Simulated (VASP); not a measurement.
# Zn (Fm-3m) in VASP: a series of runs

The runs below take Zn through single point, with PBEsol.

All numbers are computed with VASP 6.6.1; they aren't measurements. Logs are shortened: lines on timing, memory, paths and dates and some standing lists are left out, and cuts for length are marked.

### 1 The structure

Symmetry: Fm-3m, No. 225, cubic system. Conventional cell: a = 3.930 Å, b = 3.930 Å, c = 3.930 Å, α = 90.00°, β = 90.00°, γ = 90.00°. Zn (site symmetry m-3m) has 12 Zn at 2.78 Å as nearest neighbours.

This isn't the form of Zn at room conditions, which is hcp.

### 2 Single point, PBEsol

INCAR reads:

```
  PREC = Accurate
  ENCUT = 520
  EDIFF = 1E-6
  ISMEAR = 0
  SIGMA = 0.15
  LREAL = False
  LASPH = True
  NELM = 100
  ALGO = Normal
  ISIF = 2
  LWAVE = False
  LCHARG = False
  GGA = PS
  NBANDS = 12
```

KPOINTS reads:

```
regular mesh
0
Gamma
  8 8 8
```

POSCAR reads:

```
Zn
1.0
    0.0000000000      1.9647760000      1.9647760000
    1.9647760000      0.0000000000      1.9647760000
    1.9647760000      1.9647760000      0.0000000000
Zn
1
Direct
   -0.0540428759      0.0557133037      0.0303283471
```

Potentials or basis: VASP PAW PBE potentials, release 64 (Zn).

Command:

```
$ cat potpaw_PBE.64/Zn/POTCAR > POTCAR
$ mpirun -np 1 vasp_std > vasp.out
```

OUTCAR:

```text
PREC = Accurate
   ENCUT = 520
   EDIFF = 1E-6
   ISMEAR = 0
   LREAL = False
   LASPH = True
   NELM = 100
   ISIF = 2
   GGA = PS

 ion  position               nearest neighbor table
   1  0.946  0.056  0.030-

  LATTYP: Found a face centered cubic cell.
 ALAT       =     3.9295520000

  Lattice vectors:

 A1 = (   0.0000000000,   1.9647760000,   1.9647760000)
 A2 = (   1.9647760000,   0.0000000000,   1.9647760000)
 A3 = (   1.9647760000,   1.9647760000,   0.0000000000)

Analysis of symmetry for initial positions (statically):
=====================================================================
 Subroutine PRICEL returns:
 Original cell was already a primitive cell.

 Routine SETGRP: Setting up the symmetry group for a
 face centered cubic supercell.

 Subroutine GETGRP returns: Found 48 space group operations
 (whereof  1 operations were pure point group operations)
 out of a pool of 48 trial point group operations.

The static configuration has the point symmetry C_1 .
 The point group associated with its full space group is O_h .

Analysis of symmetry for dynamics (positions and initial velocities):
=====================================================================
 Subroutine PRICEL returns:
 Original cell was already a primitive cell.

 Routine SETGRP: Setting up the symmetry group for a
 face centered cubic supercell.

 Subroutine GETGRP returns: Found 48 space group operations
 (whereof  1 operations were pure point group operations)
 out of a pool of 48 trial point group operations.

The dynamic configuration has the point symmetry C_1 .
 The point group associated with its full space group is O_h .

 Subroutine INISYM returns: Found 48 space group operations
 (whereof  1 operations are pure point group operations),
 and found     1 'primitive' translations

----------------------------------------------------------------------------------------

                                     Primitive cell

  volume of cell :      15.1694

  direct lattice vectors                    reciprocal lattice vectors
     0.000000000  1.964776000  1.964776000    -0.254481936  0.254481936  0.254481936
     1.964776000  0.000000000  1.964776000     0.254481936 -0.254481936  0.254481936
     1.964776000  1.964776000  0.000000000     0.254481936  0.254481936 -0.254481936

  length of vectors
     2.778612866  2.778612866  2.778612866     0.440775643  0.440775643  0.440775643

  position of ions in fractional coordinates (direct lattice)
     0.945957124  0.055713304  0.030328347

  ion indices of the primitive-cell ions
   primitive index   ion index
                 1           1

[... 82 lines left out ...]
   NELECT =      12.0000    total number of electrons
   NUPDOWN=      -1.0000    fix difference up-down
   EMIN   =  10.00;   EMAX   =-10.00  energy-range for DOS
   EFERMI =   0.00;   METHOD = LEGACY
   ISMEAR =     0;   SIGMA  =   0.15  broadening in eV -4-tet -1-fermi 0-gaus
   EFERMI_NEDOS =   21; number of points for ismear=-14 and -15
   IALGO  =     38    algorithm
   IMIX   =      4    mixing-type and parameters
     AMIX     =   0.40;   BMIX     =  1.00
     AMIX_MAG =   1.60;   BMIX_MAG =  1.00
  volume/ion in A,a.u.               =      15.17       102.37
  Fermi-wavevector in a.u.,A,eV,Ry     =   1.514069  2.861175 31.190044  2.292404
  Thomas-Fermi vector in A             =   2.623775
   LORBIT       =      0    0 simple, 1 ext, 2 COOP (PROOUT), +10 PAW based schemes
   GGA     = PS    functional components
   LHFCALC =     F    Hartree Fock is set to
   AEXX    =    0.0000 exact exchange contribution
   IVDW    =     0    specifies the selected vdW correction
   LEPSILON=     F    determine dielectric tensor
   LRPA    =     F    only Hartree local field effects (RPA)
 non-spin polarized calculation
 Gauss-broadening in eV      SIGMA  =   0.15
  energy-cutoff  :      520.00
  volume of cell :       15.17
 maximum number of plane-waves:       419
 NGX is ok and might be reduce to    24
   NGX = 11   NGY = 11   NGZ = 11

 number of electron      11.9999998 magnetization

 Free energy of the ion-electron system (eV)
  ---------------------------------------------------
  ext. energy  EPLUGINS =         0.00000000
  ---------------------------------------------------
  free energy    TOTEN  =        -1.54107396 eV

  energy without entropy =       -1.53509057  energy(sigma->0) =       -1.53808227

 E-fermi :   2.5709     XC(G=0): -11.7242

 val. band max:        2.4082520333   @ k =  -0.3750   0.3750   0.1250
 cond. band min:       2.6524494790   @ k =   0.5000   0.1250   0.0000
 fundamental gap:      0.2441974457
 Fermi energy:         2.5709206729

 k-point     1 :       0.0000    0.0000    0.0000
  band No.  band energies     occupation
      1      -7.4579      2.00000
      2      -4.6692      2.00000
      3      -4.6692      2.00000
      4      -4.6692      2.00000
      5      -4.2852      2.00000
      6      -4.2852      2.00000
      7      21.1537      0.00000
      8      21.1537      0.00000
      9      21.1537      0.00000
     10      21.8255      0.00000
     11      23.9367      0.00000
     12      23.9367      0.00000
[... 331 lines left out ...]
 k-point    24 :      -0.3750    0.2500    0.1250
  band No.  band energies     occupation
      1      -5.0702      2.00000
      2      -4.8308      2.00000
      3      -4.4733      2.00000
      4      -4.4300      2.00000
      5      -4.0236      2.00000
      6       1.7505      2.00000
      7       2.3486      1.96393
      8      11.6595      0.00000
      9      12.2399      0.00000
     10      20.6039      0.00000
     11      23.5696      0.00000
     12      31.1738      0.00000

 [... further k-points ...]

------------------------ aborting loop because EDIFF is reached ----------------------------------------

  FORCE on cell =-STRESS in cart. coord.  units (eV):
  Direction    XX          YY          ZZ          XY          YZ          ZX
  --------------------------------------------------------------------------------------
  -------------------------------------------------------------------------------------
  Total       -0.4151315     -0.4151315     -0.4151315      0.0000000      0.0000000      0.0000000
  in kB      -43.8457143    -43.8457143    -43.8457143      0.0000000      0.0000000      0.0000000
  external PRESSURE =     -43.8457143 kB  Pullay stress =       0.0000000 kB

 VOLUME and BASIS-vectors are now :
 -----------------------------------------------------------------------------
  energy-cutoff  :      520.00
  volume of cell :       15.17
      direct lattice vectors                 reciprocal lattice vectors
     0.000000000  1.964776000  1.964776000    -0.254481936  0.254481936  0.254481936
     1.964776000  0.000000000  1.964776000     0.254481936 -0.254481936  0.254481936
     1.964776000  1.964776000  0.000000000     0.254481936  0.254481936 -0.254481936

 POSITION                                       TOTAL-FORCE (eV/Angst)
 -----------------------------------------------------------------------------------
      0.16905      1.91818      1.96806         0.000000      0.000000     -0.000000
 -----------------------------------------------------------------------------------
    total drift:                               -0.000016      0.000018     -0.000009

  FREE ENERGIE OF THE ION-ELECTRON SYSTEM (eV)
  ---------------------------------------------------
  free  energy   TOTEN  =        -1.5410739574 eV

  energy  without entropy=       -1.5350905745  energy(sigma->0) =       -1.53808227
```

OSZICAR:

```text
N       E                     dE             d eps       ncg     rms          rms(c)
DAV:   1     0.413528144743E+02    0.41353E+02   -0.62547E+03   696   0.162E+03
DAV:   2    -0.402967723422E+00   -0.41756E+02   -0.39391E+02   716   0.215E+02
DAV:   3    -0.167536463921E+01   -0.12724E+01   -0.12708E+01   804   0.366E+01
DAV:   4    -0.167807318789E+01   -0.27085E-02   -0.27084E-02   804   0.165E+00
DAV:   5    -0.167807509500E+01   -0.19071E-05   -0.19067E-05   812   0.430E-02    0.289E+00
DAV:   6    -0.155078976993E+01    0.12729E+00   -0.71287E-01   828   0.170E+01    0.217E+00
DAV:   7    -0.154408560069E+01    0.67042E-02   -0.14997E-02   800   0.240E+00    0.111E+00
DAV:   8    -0.154108499515E+01    0.30006E-02   -0.10518E-03   944   0.450E-01    0.309E-02
DAV:   9    -0.154107533293E+01    0.96622E-05   -0.12371E-04  1016   0.189E-01    0.251E-02
DAV:  10    -0.154107403045E+01    0.13025E-05   -0.12388E-05   764   0.620E-02    0.137E-03
DAV:  11    -0.154107395742E+01    0.73037E-07   -0.13941E-07   460   0.580E-03
   1 F= -.15410740E+01 E0= -.15380823E+01  d E =-.598338E-02
```

stdout:

```text
POSCAR found type information on POSCAR Zn
 POSCAR found :  1 types and       1 ions
 scaLAPACK will be used
 -----------------------------------------------------------------------------
|                                                                             |
|                                                                             |
|     You enforced a specific xc type in the INCAR file but a different       |
|     I HOPE YOU KNOW WHAT YOU ARE DOING!                                     |
|                                                                             |
 -----------------------------------------------------------------------------

 LDA part: xc-table for (Slater+PW92), standard interpolation
 POSCAR, INCAR and KPOINTS ok, starting setup
 FFT: planning ... GRIDC
 FFT: planning ... GRID_SOFT
 FFT: planning ... GRID
 WAVECAR not read
 entering main loop
```

It took 4.2 s on 1 thread of AMD EPYC 9R45 (Zen 5), shared host; peak memory 0.1 GiB.

What came out:

| Item | Value |
| --- | --- |
| Free energy | -1.5411 eV |
| Pressure | -4.4 GPa |
| Band gap on the k mesh | none (metal or under the smearing width) |

Levels at points of the mesh, in eV from the Fermi level:
| k point | band 4 | band 5 | band 6 | band 7 | band 8 | band 9 |
| --- | --- | --- | --- | --- | --- | --- |
| (0.00, 0.00, 0.00) | -7.24 | -6.86 | -6.86 | 18.58 | 18.58 | 18.58 |
| (0.50, 0.00, 0.00) | -6.57 | -6.57 | -2.57 | -1.04 | 15.56 | 15.56 |
| (0.50, 0.50, 0.00) | -6.50 | -6.50 | -0.67 | 2.06 | 8.75 | 8.75 |

Caveat: the PAW data sets were made with another functional, which shifts forces and pressure a little.

### 3 Single point, PBEsol

This run uses another cell than the first one, of 14.18 Å³/atom, 0.935 times its volume.

INCAR reads:

```
PREC     = Accurate       # precision mode
ENCUT    = 520            # plane-wave cutoff, eV
EDIFF    = 1E-6           # SCF threshold, eV
ISMEAR   = 0              # smearing method
SIGMA    = 0.15           # smearing width, eV
LREAL    = False          # projectors in reciprocal space
LASPH    = True           # aspherical terms in the spheres
NELM     = 100            # most SCF steps
ALGO     = Normal         # electronic algorithm
ISIF     = 2              # what is computed and relaxed
LWAVE    = False          # write WAVECAR
LCHARG   = True           # write CHGCAR
GGA      = PS             # functional
LELF     = True           # ELF
LVHAR    = True         
NBANDS   = 12             # bands
```

KPOINTS is that of step 2.

POSCAR reads:

```
Zn
1.0
    0.0000000000      1.9211778601      1.9211778601
    1.9211778601      0.0000000000      1.9211778601
    1.9211778601      1.9211778601      0.0000000000
Zn
1
Direct
   -0.0540428759      0.0557133037      0.0303283471
```

Potentials or basis: VASP PAW PBE potentials, release 64 (Zn).

Command:

```
$ cat potpaw_PBE.64/Zn/POTCAR > POTCAR
$ mpirun -np 1 vasp_std > vasp.out
```

It took 3.3 s on 1 thread of AMD EPYC 9R45 (Zen 5), shared host; peak memory 0.09 GiB.

Results (log left out):

```yaml
Free_energy: -1.5541 eV
Pressure: 0.4 GPa
Band_gap_on_the_k_mesh: none (metal or under the smearing width)
```

Levels at points of the mesh, in eV from the Fermi level:
```
           k point  band 3  band 4  band 5  band 6  band 7  band 8  band 9  band 10
(0.00, 0.00, 0.00)   -7.47   -7.47   -7.03   -7.03   19.51   19.51   19.51    19.74
(0.50, 0.00, 0.00)   -7.47   -6.71   -6.71   -2.90   -0.96   16.34   16.34    18.21
(0.50, 0.50, 0.00)   -6.72   -6.63   -6.63   -0.88    2.29    9.06    9.06    12.84
```

Caveat: the PAW data sets were made with another functional, which shifts forces and pressure a little.
